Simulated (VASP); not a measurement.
Input of a VASP 6.6.1 run:

INCAR

```
SYSTEM = InP
ALGO = Normal
EDIFF = 1E-6
ENCUT = 520
ISIF = 2
ISMEAR = -1
LASPH = .True.
LCHARG = .False.
LMIXTAU = .True.
LREAL = .False.
LWAVE = .False.
METAGGA = MS2
NELM = 60
PREC = Accurate
SIGMA = 0.05
```

KPOINTS

```
k-points
0
Gamma
  8 8 8
  0 0 0
```

Contents of POSCAR:

```
InP
1.0
    0.0000000000      2.9305000000      2.9305000000
    2.9305000000      0.0000000000      2.9305000000
    2.9305000000      2.9305000000      0.0000000000
In P
1 1
Direct
    0.0000000000      0.0000000000      0.0000000000
    0.7500000000      0.7500000000      0.7500000000
```

Contents of KPOINTS_OPT:

```
path GXWKGLUWLK,UX
20
line-mode
reciprocal
 0.0000000000  0.0000000000  0.0000000000  G
 0.5000000000  0.0000000000  0.5000000000  X

 0.5000000000  0.0000000000  0.5000000000  X
 0.5000000000  0.2500000000  0.7500000000  W

 0.5000000000  0.2500000000  0.7500000000  W
 0.3750000000  0.3750000000  0.7500000000  K

 0.3750000000  0.3750000000  0.7500000000  K
 0.0000000000  0.0000000000  0.0000000000  G

 0.0000000000  0.0000000000  0.0000000000  G
 0.5000000000  0.5000000000  0.5000000000  L

 0.5000000000  0.5000000000  0.5000000000  L
 0.6250000000  0.2500000000  0.6250000000  U

 0.6250000000  0.2500000000  0.6250000000  U
 0.5000000000  0.2500000000  0.7500000000  W

 0.5000000000  0.2500000000  0.7500000000  W
 0.5000000000  0.5000000000  0.5000000000  L

 0.5000000000  0.5000000000  0.5000000000  L
 0.3750000000  0.3750000000  0.7500000000  K

 0.6250000000  0.2500000000  0.6250000000  U
 0.5000000000  0.0000000000  0.5000000000  X
```

Potentials or basis: VASP PAW PBE potentials, release 64 (In_d, P).

Run with:

```sh
$ cat potpaw_PBE.64/In_d/POTCAR potpaw_PBE.64/P/POTCAR > POTCAR
$ mpirun -np 1 vasp_std > vasp.out
```

Q: Predict the band gap along the path.

A: 1.12 eV, direct.

Q: Estimate the band gap on the k mesh.

A: 1.12 eV, direct.

Q: Predict the pressure.

A: 1.5 GPa.

Levels at the corners of the path, in eV from the valence-band top:
| point | band 7 | band 8 | band 9 | band 10 | band 11 | band 12 |
| --- | --- | --- | --- | --- | --- | --- |
| Γ | 0.00 | 0.00 | 0.00 | 1.12 | 4.44 | 4.44 |
| X | -5.70 | -2.34 | -2.34 | 1.93 | 2.61 | 9.55 |
| X | -5.70 | -2.34 | -2.34 | 1.93 | 2.61 | 9.55 |
| W | -5.54 | -2.97 | -2.93 | 4.46 | 4.89 | 5.95 |
| W | -5.54 | -2.97 | -2.93 | 4.46 | 4.89 | 5.95 |
| K | -5.55 | -3.32 | -1.95 | 2.62 | 4.74 | 7.83 |
| K | -5.55 | -3.32 | -1.95 | 2.62 | 4.74 | 7.83 |
| Γ | 0.00 | 0.00 | 0.00 | 1.12 | 4.44 | 4.44 |
| Γ | 0.00 | 0.00 | 0.00 | 1.12 | 4.44 | 4.44 |
| L | -5.72 | -0.98 | -0.98 | 1.89 | 5.14 | 5.14 |
| L | -5.72 | -0.98 | -0.98 | 1.89 | 5.14 | 5.14 |
| U | -5.55 | -3.32 | -1.95 | 2.62 | 4.74 | 7.83 |
| U | -5.55 | -3.32 | -1.95 | 2.62 | 4.74 | 7.83 |
| W | -5.54 | -2.97 | -2.93 | 4.46 | 4.89 | 5.95 |
| W | -5.54 | -2.97 | -2.93 | 4.46 | 4.89 | 5.95 |
| L | -5.72 | -0.98 | -0.98 | 1.89 | 5.14 | 5.14 |
| L | -5.72 | -0.98 | -0.98 | 1.89 | 5.14 | 5.14 |
| K | -5.55 | -3.32 | -1.95 | 2.62 | 4.74 | 7.83 |
| U | -5.55 | -3.32 | -1.95 | 2.62 | 4.74 | 7.83 |
| X | -5.70 | -2.34 | -2.34 | 1.93 | 2.61 | 9.55 |

Caveat: the PAW data sets were made with another functional, which shifts forces and pressure a little; spin-orbit coupling is left out, which moves the levels of the heavy elements.

**Measured values to compare with.**

From a printed reference work, data compilation, for a bulk crystal of InP at 1.6 K: band gap 1.4236 eV (direct).

Against the measured gap of InP, 1.4236 eV (direct; 1.6 K; a printed reference work, data compilation), the calculated 1.12 eV is off by -0.30 eV. Spin-orbit coupling on In is left out. The value is that of MS2, without temperature or zero-point motion.
